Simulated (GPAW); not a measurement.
# Collinear magnetic orders of EuS with GPAW

A self-consistent run ends on one state, which hangs on the start. Several orders of EuS are started in GPAW and their energies compared.

Method: PBE with U = 6 eV on Eu f; plane waves with GPAW's PAW setups, scalar-relativistic, in GPAW 26.7.0.

The database entry behind the starting cell differs from later determinations by our own check (0.1 to 0.3 % short, probably kX units), so it need not match the best structure at ambient conditions.

## 1. The starting structure

It takes space group Fm-3m (No. 225, cubic). Conventional cell: a = 5.957 Å, b = 5.957 Å, c = 5.957 Å, α = 90.00°, β = 90.00°, γ = 90.00°. Nearest to Eu lie 6 S at 2.98 Å. S has 6 Eu at 2.98 Å nearest. Farther neighbours and most contacts between anions are not listed.

As a file:

```cif
data_structure
_symmetry_space_group_name_H-M 'P 1'
_symmetry_Int_Tables_number 1
_cell_length_a 4.2122
_cell_length_b 4.2122
_cell_length_c 4.2122
_cell_angle_alpha 60.000
_cell_angle_beta 60.000
_cell_angle_gamma 60.000
_cell_volume 52.85
loop_
_atom_site_label
_atom_site_type_symbol
_atom_site_fract_x
_atom_site_fract_y
_atom_site_fract_z
_atom_site_occupancy
Eu1 Eu 0.00000 0.00000 0.00000 1
S2 S 0.50000 0.50000 0.50000 1
```

## 2. Order 1, typed as ferro +

Parallel moments need no larger cell; this start tests for a ferromagnetic state only. A Hubbard U of customary size acts on the open shell; it was not fitted to this crystal.

order1.py reads:

```python
import json
import numpy as np
from ase import Atoms
from ase.parallel import paropen, parprint
from gpaw import GPAW

atoms = Atoms(['Eu', 'S'],
    cell=[[0.0, 2.9785, 2.9785],
         [2.9785, 0.0, 2.9785],
         [2.9785, 2.9785, 0.0]],
    scaled_positions=[[0.0, 0.0, 0.0],
         [0.5, 0.5, 0.5]],
    pbc=True,
    magmoms=[7.0, 0.0])
atoms.calc = GPAW(mode={'name': 'pw', 'ecut': 700},
    xc='PBE',
    kpts={'size': (8, 8, 8), 'gamma': True},
    occupations={'name': 'fermi-dirac', 'width': 0.05},
    convergence={'density': 1e-05, 'energy': 1e-05},
    maxiter=200,
    setups={'Eu': ':f,6.0'},
    symmetry={'tolerance': 1e-4},
    txt='order1.txt')
e = atoms.get_potential_energy(force_consistent=True)
res = {'free_energy': e, 'energy_sigma0': atoms.get_potential_energy(), 'fermi_energy': atoms.calc.get_fermi_level()}
res['moments'] = atoms.get_magnetic_moments().tolist()
res['total'] = atoms.get_magnetic_moment()
parprint('site moments (muB):', np.round(res['moments'], 3))
parprint(f"total moment: {res['total']:.3f} muB")
parprint(f'free energy: {e:.6f} eV')
atoms.calc.write('order1.gpw')
with paropen('results.json', 'w') as f:
    json.dump(res, f)
```

The run is started by

```
$ OMP_NUM_THREADS=1 mpirun -n 4 gpaw python order1.py > order1.log
```

What it wrote:

```text
site moments (muB): [ 6.784 -0.05 ]
total moment: 7.000 muB
free energy: -18.231680 eV

--- order1.txt ---
Input parameters:
  mode=PW(ecut=700),
  convergence={'density': 1e-05, 'energy': 1e-05},
  kpts=MonkhorstPack(size=(8, 8, 8), gamma=True),
  maxiter=200,
  occupations=Occupations(name='fermi-dirac', width=0.05),
  setups={'Eu': ':f,6.0'},
  symmetry=Symmetry(tolerance=0.0001),
  xc=XC(name='PBE')

Diagonalizing LCAO Hamiltonian
Converting LCAO to pw mode

                S

       Eu

Atoms  # Å, Bohr magnetons
|   | symbol |        x |        y |        z |    initial magnetic moments |
|---|--------|----------|----------|----------|-----------------------------|
| 0 |     Eu | 0.000000 | 0.000000 | 0.000000 | ( 0.0000,  0.0000,  7.0000) |
| 1 |      S | 2.978500 | 2.978500 | 2.978500 | ( 0.0000,  0.0000,  0.0000) |

Unit cell  # Å
| periodic |        x |        y |        z |  lengths |    angles |
|----------|----------|----------|----------|----------|-----------|
|      yes | 0.000000 | 2.978500 | 2.978500 | 4.212235 | 60.000000 |
|      yes | 2.978500 | 0.000000 | 2.978500 | 4.212235 | 60.000000 |
|      yes | 2.978500 | 2.978500 | 0.000000 | 4.212235 | 60.000000 |

Number of symmetries: 48

BZ-sampling:
  Number of BZ points: 512
  Number of IBZ points: 29

  Monkhorst-Pack size: [8, 8, 8]
  Monkhorst-Pack shift: [0.0625, 0.0625, 0.0625]

K-points  # in reciprocal-cell coordinates
|     |                                coordinates |     weight |
|-----|--------------------------------------------|------------|
|   0 | (  0.00000000,   0.00000000,   0.00000000) | 0.00195312 |
|   1 | (  0.12500000,   0.12500000,   0.00000000) | 0.01171875 |
|   2 | (  0.12500000,   0.12500000,   0.12500000) | 0.01562500 |
|   3 | (  0.25000000,   0.12500000,   0.12500000) | 0.02343750 |
|   4 | (  0.25000000,   0.25000000,   0.00000000) | 0.01171875 |
|   5 | (  0.25000000,   0.25000000,   0.12500000) | 0.04687500 |
|   6 | (  0.25000000,   0.25000000,   0.25000000) | 0.01562500 |
|   7 | (  0.37500000,   0.25000000,  -0.37500000) | 0.04687500 |
|   8 | (  0.37500000,   0.25000000,   0.12500000) | 0.04687500 |
|   9 | (  0.37500000,   0.25000000,   0.25000000) | 0.04687500 |
| ... |                                            |            |
|  28 | (  0.50000000,   0.50000000,   0.50000000) | 0.00781250 |

Plane wave coefficients: 2252
Cutoff: 700.0 eV

Spin-components: 2 (collinear spins)
Bands:           22
Projectors:      13
Spin-degeneracy: 1
Datatype:        complex128

Parallelization:
  kpt:    4
  domain: 1
  band:   1

Density:
  Valence electrons: 23.0
  Components: 2
  Grid points: [27 27 27]
  Charge: 0.0  # |e|

Potential:
  Grid points: [27 27 27]

species:
  Eu:
    name:    Europium
    Z:       63.0
    valence: 17
    core:    46
    charge:  0.0  # [|e|]
    Hubbard: {U: 6.0,  # eV
              l: 3,
              scale: True}
    compensation charges:
      type: gauss
      rc: 0.35  # [Å]
      lmax: 2
    cutoffs:
      filter: 1.17  # [Å]
      core: 1.91  # [Å]
    projectors
    | kind |    occ | energy [eV] | rcut [Å] |
    |------|--------|-------------|----------|
    |   5s |  2.000 |     -44.666 |    1.164 |
    |   6s |  2.000 |      -3.623 |    1.164 |
    |   5p |  6.000 |     -23.775 |    1.164 |
    |   6p |  0.000 |      -1.197 |    1.164 |
    |   5d |  0.000 |      -1.557 |    1.164 |
    |   4f |  7.000 |      -2.712 |    1.164 |
    |    d |        |      25.654 |    1.164 |
    |    f |        |      24.500 |    1.164 |

    Using partial waves for Eu as LCAO basis

  S:
    name:    Sulfur
    Z:       16.0
    valence: 6
    core:    10
    charge:  0.0  # [|e|]
    compensation charges:
      type: gauss
      rc: 0.24  # [Å]
      lmax: 2
    cutoffs:
      filter: 1.77  # [Å]
      core: 1.66  # [Å]
    projectors
    | kind |    occ | energy [eV] | rcut [Å] |
    |------|--------|-------------|----------|
    |   3s |  2.000 |     -17.254 |    0.974 |
    |   3p |  4.000 |      -7.008 |    0.979 |
    |    s |        |       9.957 |    0.974 |
    |    p |        |      20.203 |    0.979 |
    |    d |        |       0.000 |    0.900 |

    Using partial waves for S as LCAO basis

Reference energy: -305938.431509  # eV

eigensolver:
  PPCG
  Converge bands: occupied
  niter=2

density mixing:
  MSR1-Mixer
  Pratt-step length: 0.05
  Maximum mixing coefficient: 0.75
  Old densities: 10
  SVD Regularization: 0.005
  Good broyden scale: 1.0
  Trust region scale: 1.0
  Backstep threshold: 4.0
  History deletion threshold: 6.0
  Fourier metric: weight=20.0, sigma=0.015

occupation numbers:
  Fermi-Dirac:
    width: 0.0500  # eV

poisson solver:
  ecut: 5600.0  # eV

xc functional:
  name: PBE with 2 nearest neighbor stencil

convergence criteria:
- Maximum integral of absolute [dens]ity change: 1e-05 electrons / valence electron
- Maximum [total energy] change in last 3 cyles: 1e-05 eV / valence electron
- Maximum integral of absolute [eigenst]ate change: 4e-08 eV^2 / valence electron
maximum number of iterations: 200

SCF iterations
|iter     |      energy | eigst |  dens |  magmom |
|---------|-------------|-------|-------|---------|
|iter:   1|       0s |  -18.493680 | -0.22 |       |  +7.0100|
|iter:   2|       2s |  -18.427498 | -2.00 | -1.14 |  +7.0095|
|iter:   3|       4s |  -18.221233 | -1.66 | -1.17 |  +7.0031|
|iter:   4|       5s |  -18.229496 | -3.45 | -1.75 |  +7.0012|
|iter:   5|       7s |  -18.231720 | -3.19 | -2.13 |  +7.0000|
|iter:   6|       8s |  -18.231654 | -4.71 | -2.91 |  +7.0000|
|iter:   7|      10s |  -18.231669c| -5.22 | -3.21 |  +7.0000|
|iter:   8|      11s |  -18.231671c| -6.10 | -3.72 |  +7.0000|
|iter:   9|      13s |  -18.231671c| -7.10 | -4.25 |  +7.0000|
|iter:  10|      14s |  -18.231671c| -8.30c| -5.08c|  +7.0000|

Converged in 10 steps
Energy contributions relative to reference atoms: (reference = -305938.431509)

Energy contributions:
  Kinetic:          49.663746
  Coulomb:         -43.723811
  Zero:             -0.496574
  External:          0.000000
  Xc:              -23.675024
  Entropy:          -0.000017
  Spinorbit:         0.000000
  ----------------------------
  Free energy:     -18.231680
  Extrapolated:    -18.231671

dipole moment: (-32.646468, -32.646468, -32.646468)  # |e|*Ang

Total magnetic moment: (0.000000, 0.000000, 7.000000)

Local magnetic moments
|        x |        y |         z |
|----------|----------|-----------|
| 0.000000 | 0.000000 |  6.783721 |  # Eu   0
| 0.000000 | 0.000000 | -0.049758 |  # S    1

Fermi level: 7.162
Eigenvalues  # (at kpt = [0.000, 0.000, 0.000])
| band index |      eig [eV] | occ [0-1] |      eig [eV] | occ [0-1] |
|------------|---------------|-----------|---------------|-----------|
|          0 |       -32.489 |     1.000 |       -29.347 |     1.000 |
|        ... |               |           |               |           |
|          4 |        -5.416 |     1.000 |        -5.419 |     1.000 |
|          5 |         5.015 |     1.000 |         5.476 |     1.000 |
|          6 |         5.015 |     1.000 |         5.476 |     1.000 |
|          7 |         5.015 |     1.000 |         5.476 |     1.000 |
|          8 |         6.153 |     1.000 |         9.470 |     0.000 |
|          9 |         6.280 |     1.000 |        10.000 |     0.000 |
|         10 |         6.280 |     1.000 |        10.000 |     0.000 |
|         11 |         6.280 |     1.000 |        10.000 |     0.000 |
|         12 |         6.860 |     0.998 |        10.978 |     0.000 |
|         13 |         6.860 |     0.998 |        10.978 |     0.000 |
|         14 |         6.860 |     0.998 |        14.475 |     0.000 |
|         15 |         9.055 |     0.000 |        17.114 |     0.000 |
|         16 |         9.385 |     0.000 |        17.114 |     0.000 |
|         17 |         9.385 |     0.000 |        17.114 |     0.000 |
|         18 |         9.385 |     0.000 |        17.226 |     0.000 |
|        ... |               |           |               |           |
|         21 |        15.530 |     0.000 |        18.690 |     0.000 |

Gap: 0.580 eV
Transition (v -> c):
  (s=0, k=0, n=14, [0.00, 0.00, 0.00]) -> (s=0, k=24, n=15, [0.50, 0.50, 0.00])
Direct/indirect transitions are different
Direct gap: 0.861 eV
Transition at: (s=0, k=24, n=14, [0.50, 0.50, 0.00])
```

The job ended after 18 s (4 MPI ranks of Arm Neoverse V2, shared host; peak memory 0.88 GiB; 73 s of CPU time).

Read from the output:

```yaml
magnetization: 7 μB
final_state: ferromagnetic
largest_moment: 6.784 μB
```

After 10 cycles the largest moment stands at 6.78 μB.

## 3. Start 2: antiferro q=(0,1/2,1/2) +-

Reversing part of the moments tests the sign of the couplings between them.

This order needs a doubled cell of 4 atoms. Its mesh is chosen so that both cells sample the same points.

order2.py is the script of step 2 with these lines changed:

```diff
@@ -6,13 +6,15 @@
 
-atoms = Atoms(['Eu', 'S'],
+atoms = Atoms(['Eu', 'Eu', 'S', 'S'],
     cell=[[0.0, 2.9785, 2.9785],
-         [2.9785, 0.0, 2.9785],
-         [2.9785, 2.9785, 0.0]],
+         [5.957, 0.0, 5.957],
+         [5.957, 2.9785, 2.9785]],
     scaled_positions=[[0.0, 0.0, 0.0],
+         [0.0, 0.5, 0.0],
+         [0.5, 0.0, 0.5],
          [0.5, 0.5, 0.5]],
     pbc=True,
-    magmoms=[7.0, 0.0])
+    magmoms=[7.0, -7.0, 0.0, 0.0])
 atoms.calc = GPAW(mode={'name': 'pw', 'ecut': 700},
     xc='PBE',
-    kpts={'size': (8, 8, 8), 'gamma': True},
+    kpts={'size': (8, 4, 8), 'gamma': True},
     occupations={'name': 'fermi-dirac', 'width': 0.05},
@@ -22,3 +24,3 @@
     symmetry={'tolerance': 1e-4},
-    txt='order1.txt')
+    txt='order2.txt')
 e = atoms.get_potential_energy(force_consistent=True)
@@ -30,3 +32,3 @@
 parprint(f'free energy: {e:.6f} eV')
-atoms.calc.write('order1.gpw')
+atoms.calc.write('order2.gpw')
 with paropen('results.json', 'w') as f:
```

The run is started by

```
$ OMP_NUM_THREADS=1 mpirun -n 4 gpaw python order2.py > order2.log
```

What it wrote:

```text
UserWarning: The angles between your unit-cell vectors are 30.0, 54.7 and 60.0 degrees.  Results may be wrong!  Please Niggli-reduce your unit-cell so that the angles are closer to 90 degrees:

  from ase.build import niggli_reduce
  niggli_reduce(atoms)

UserWarning: The angles between your unit-cell vectors are 30.0, 54.7 and 60.0 degrees.  Results may be wrong!  Please Niggli-reduce your unit-cell so that the angles are closer to 90 degrees:

  from ase.build import niggli_reduce
  niggli_reduce(atoms)

UserWarning: The angles between your unit-cell vectors are 30.0, 54.7 and 60.0 degrees.  Results may be wrong!  Please Niggli-reduce your unit-cell so that the angles are closer to 90 degrees:

  from ase.build import niggli_reduce
  niggli_reduce(atoms)

UserWarning: The angles between your unit-cell vectors are 30.0, 54.7 and 60.0 degrees.  Results may be wrong!  Please Niggli-reduce your unit-cell so that the angles are closer to 90 degrees:

  from ase.build import niggli_reduce
  niggli_reduce(atoms)

UserWarning: Initial realspace grid (27,54,45) inconsistent with symmetries.
UserWarning: Initial realspace grid (27,54,45) inconsistent with symmetries.
UserWarning: Initial realspace grid (27,54,45) inconsistent with symmetries.
UserWarning: Initial realspace grid (27,54,45) inconsistent with symmetries.
UserWarning: Using symmetrized grid: (54,54,54).

UserWarning: Using symmetrized grid: (54,54,54).

UserWarning: Using symmetrized grid: (54,54,54).

UserWarning: Using symmetrized grid: (54,54,54).

site moments (muB): [ 6.781 -6.781  0.017 -0.017]
total moment: 0.000 muB
free energy: -36.451967 eV

--- order2.txt ---
Input parameters:
  mode=PW(ecut=700),
  convergence={'density': 1e-05, 'energy': 1e-05},
  kpts=MonkhorstPack(size=(8, 4, 8), gamma=True),
  maxiter=200,
  occupations=Occupations(name='fermi-dirac', width=0.05),
  setups={'Eu': ':f,6.0'},
  symmetry=Symmetry(tolerance=0.0001),
  xc=XC(name='PBE')

Diagonalizing LCAO Hamiltonian
Converting LCAO to pw mode

                       S

                S

              Eu

       Eu

Atoms  # Å, Bohr magnetons
|   | symbol |        x |        y |        z |    initial magnetic moments |
|---|--------|----------|----------|----------|-----------------------------|
| 0 |     Eu | 0.000000 | 0.000000 | 0.000000 | ( 0.0000,  0.0000,  7.0000) |
| 1 |     Eu | 2.978500 | 0.000000 | 2.978500 | ( 0.0000,  0.0000, -7.0000) |
| 2 |      S | 2.978500 | 2.978500 | 2.978500 | ( 0.0000,  0.0000,  0.0000) |
| 3 |      S | 5.957000 | 2.978500 | 5.957000 | ( 0.0000,  0.0000,  0.0000) |

Unit cell  # Å
| periodic |        x |        y |        z |  lengths |    angles |
|----------|----------|----------|----------|----------|-----------|
|      yes | 0.000000 | 2.978500 | 2.978500 | 4.212235 | 30.000000 |
|      yes | 5.957000 | 0.000000 | 5.957000 | 8.424470 | 54.735610 |
|      yes | 5.957000 | 2.978500 | 2.978500 | 7.295805 | 60.000000 |

Number of symmetries: 4

BZ-sampling:
  Number of BZ points: 256
  Number of IBZ points: 78

  Monkhorst-Pack size: [8, 4, 8]
  Monkhorst-Pack shift: [0.0625, 0.125, 0.0625]

Plane wave coefficients: 4504
Cutoff: 700.0 eV

Spin-components: 2 (collinear spins)
Bands:           32
Projectors:      26
Spin-degeneracy: 1
Datatype:        complex128

Parallelization:
  kpt:    4
  domain: 1
  band:   1

Density:
  Valence electrons: 46.0
  Components: 2
  Grid points: [54 54 54]
  Charge: 0.0  # |e|

Potential:
  Grid points: [54 54 54]

[... setups left out ...]
Reference energy: -611876.863018  # eV

eigensolver:
  PPCG
  Converge bands: occupied
  niter=2

density mixing:
  MSR1-Mixer
  Pratt-step length: 0.05
  Maximum mixing coefficient: 0.75
  Old densities: 10
  SVD Regularization: 0.005
  Good broyden scale: 1.0
  Trust region scale: 1.0
  Backstep threshold: 4.0
  History deletion threshold: 6.0
  Fourier metric: weight=20.0, sigma=0.015

occupation numbers:
  Fermi-Dirac:
    width: 0.0500  # eV

poisson solver:
  ecut: 5600.0  # eV

xc functional:
  name: PBE with 2 nearest neighbor stencil

convergence criteria:
- Maximum integral of absolute [dens]ity change: 1e-05 electrons / valence electron
- Maximum [total energy] change in last 3 cyles: 1e-05 eV / valence electron
- Maximum integral of absolute [eigenst]ate change: 4e-08 eV^2 / valence electron
maximum number of iterations: 200

SCF iterations
|iter     |      energy | eigst |  dens |  magmom |
|---------|-------------|-------|-------|---------|
|iter:   1|       0s |  -36.969717 | +0.49 |       |  -0.0000|
|iter:   2|      35s |  -36.844350 | -1.11 | -1.14 |  -0.0000|
|iter:   3|      70s |  -36.428655 | -0.14 | -1.18 |  -0.0000|
|iter:   4|     104s |  -36.448364 | -1.91 | -1.73 |  -0.0000|
|iter:   5|     139s |  -36.451871 | -2.46 | -2.12 |  +0.0000|
|iter:   6|     174s |  -36.451946 | -3.53 | -2.52 |  +0.0000|
|iter:   7|     208s |  -36.451963c| -4.23 | -3.23 |  +0.0000|
|iter:   8|     243s |  -36.451965c| -5.18 | -3.81 |  -0.0000|
|iter:   9|     278s |  -36.451965c| -6.18 | -4.35 |  -0.0000|
|iter:  10|     299s |  -36.451965c| -7.03 | -5.10c|  +0.0000|
|iter:  11|     328s |  -36.451965c| -7.55c| -5.79c|  +0.0000|

Converged in 11 steps
Energy contributions relative to reference atoms: (reference = -611876.863018)

Energy contributions:
  Kinetic:         100.231609
  Coulomb:         -88.199808
  Zero:             -1.009530
  External:          0.000000
  Xc:              -47.474235
  Entropy:          -0.000003
  Spinorbit:         0.000000
  ----------------------------
  Free energy:     -36.451967
  Extrapolated:    -36.451965

dipole moment: (-51.719298, -32.641002, -84.360300)  # |e|*Ang

Total magnetic moment: (0.000000, 0.000000, 0.000000)

Local magnetic moments
|        x |        y |         z |
|----------|----------|-----------|
| 0.000000 | 0.000000 |  6.781350 |  # Eu   0
| 0.000000 | 0.000000 | -6.781350 |  # Eu   1
| 0.000000 | 0.000000 |  0.017415 |  # S    2
| 0.000000 | 0.000000 | -0.017415 |  # S    3

Fermi level: 7.204
Eigenvalues  # (at kpt = [0.000, 0.000, 0.000])
| band index |      eig [eV] | occ [0-1] |      eig [eV] | occ [0-1] |
|------------|---------------|-----------|---------------|-----------|
|          0 |       -32.466 |     1.000 |       -32.466 |     1.000 |
|        ... |               |           |               |           |
|         15 |         5.282 |     1.000 |         5.282 |     1.000 |
|         16 |         6.225 |     1.000 |         6.225 |     1.000 |
|         17 |         6.259 |     1.000 |         6.259 |     1.000 |
|         18 |         6.341 |     1.000 |         6.341 |     1.000 |
|         19 |         6.341 |     1.000 |         6.341 |     1.000 |
|         20 |         6.607 |     1.000 |         6.607 |     1.000 |
|         21 |         6.704 |     1.000 |         6.704 |     1.000 |
|         22 |         6.704 |     1.000 |         6.704 |     1.000 |
|         23 |         7.651 |     0.000 |         7.651 |     0.000 |
|         24 |         9.242 |     0.000 |         9.242 |     0.000 |
|         25 |         9.661 |     0.000 |         9.661 |     0.000 |
|         26 |         9.661 |     0.000 |         9.661 |     0.000 |
|         27 |         9.727 |     0.000 |         9.727 |     0.000 |
|         28 |        10.524 |     0.000 |        10.524 |     0.000 |
|         29 |        10.568 |     0.000 |        10.568 |     0.000 |
|         30 |        11.807 |     0.000 |        11.807 |     0.000 |
|         31 |        11.964 |     0.000 |        11.964 |     0.000 |

Gap: 0.947 eV
Transition (v -> c):
  (s=1, k=0, n=22, [0.00, 0.00, 0.00]) -> (s=0, k=0, n=23, [0.00, 0.00, 0.00])
No difference between direct/indirect transitions
```

The job ended after 6.5 min (4 MPI ranks; peak memory 2.9 GiB; 26 min of CPU time).

The program warns that the cell vectors are strongly skewed. A reduced cell would be the safer input.

Spin moment in the augmentation sphere by atom:

```tsv
atom	spin moment in the augmentation sphere (μB)
Eu1	6.78
Eu2	-6.78
S3	0.02
S4	-0.02
```

Read from the output:

* magnetization: 0 μB
* final state: antiferromagnetic

It lies 5.70 meV a seeded atom over the first start, and its largest moment is 6.78 μB against 6.78 μB.

(Continued in part 2 of 2.)

[Logs and program files are shortened in this print: banners, set-up blocks, solver, clock and traceback lines can be left out without a mark of their own.]

[Logs are printed without paths, hosts, clocks, repeated set-up lines and the standing remarks that a program may print on its own settings, such as how far it seeks lower states.]

[Hosts, paths, dates, database ids (printed as entryN), source tags and the programs' standing remarks are cut or masked in the printed files.]

[Where a cell is said to come from a database of computed structures, the database is the Materials Project.]
